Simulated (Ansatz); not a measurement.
Born–Oppenheimer molecular dynamics of a periodic cell of 24 atoms, SiO2 (start crystal SiO2, start structure P4_2/mnm, volume 1.1 times the crystal's). It starts from an unrelaxed structure (largest force component 0.27 eV/Å).

The calculation used DFT PBEsol, scalar-relativistic, plane waves, PAW (Ansatz 0.2.0). Settings: accuracy low, cutoff 420 eV, k mesh 2x2x2, fermi-dirac smearing 0.24 eV, no spin polarisation.

```json
{
  "ensemble": "NVT, Langevin thermostat",
  "time step": "1.12 fs",
  "steps asked": "90",
  "set temperature": "2800 K",
  "friction": "0.02 /fs",
  "seed": "74732"
}
```

First frame:

```xyz
24
Lattice="-4.2936 -4.2936 0.0000 4.2936 -4.2936 0.0000 0.0000 0.0000 5.4944" Properties=species:S:1:pos:R:3
Si 0.000 -4.294 0.000
Si 2.147 -2.147 1.374
O 1.315 -2.978 0.000
O 0.832 -0.832 1.374
O -1.315 -5.609 0.000
O 3.462 -3.462 1.374
Si 0.000 -4.294 2.747
Si 2.147 -2.147 4.121
O 1.315 -2.978 2.747
O 0.832 -0.832 4.121
O -1.315 -5.609 2.747
O 3.462 -3.462 4.121
Si 0.000 0.000 0.000
Si -2.147 -2.147 1.374
O -2.978 -2.978 0.000
O 0.832 -5.125 1.374
O -1.315 -1.315 0.000
O -0.832 -3.462 1.374
Si 0.000 0.000 2.747
Si -2.147 -2.147 4.121
O -2.978 -2.978 2.747
O 0.832 -5.125 4.121
O -1.315 -1.315 2.747
O -0.832 -3.462 4.121
```

Question: What does the run give?

Answer: The run went to its last step.

* steps done: 90
* time covered: 100.8 fs
* mean temperature over the second half: 2901 K
* spread of the potential energy over the second half: 40.3 meV per atom
* mean potential energy of the second half above the start: 325.2 meV per atom

A run of 0.1 ps of so small a system gives no equilibrium averages. Limits of this set-up: coarse k mesh, low accuracy level.

Question: What happens to the structure?

Answer: Mean squared displacements from the first frame to the last, about the centre of mass: Si 0.05 Å², O 0.06 Å². This is one draw of velocities; another would differ in detail.

Question: How do temperature and energy run in time?

Answer: 
```tsv
time (fs)	T (K)	potential energy less start (eV)
0.0	2683	0.000
4.5	2155	1.662
9.0	1377	4.596
13.4	1164	6.362
17.9	1526	6.355
22.4	2114	6.034
26.9	2137	6.318
31.4	2461	6.694
35.8	2143	7.589
40.3	2208	8.652
44.8	2488	8.449
49.3	2594	8.374
53.8	2529	8.469
58.2	2911	7.651
62.7	3060	6.904
67.2	3054	7.709
71.7	2433	9.357
76.2	2003	9.314
80.6	2737	8.158
85.1	3220	6.981
89.6	3448	6.547
94.1	3671	6.470
98.6	3121	7.883
```

Time of the run: 11 min on 1 CPU thread of a shared host.
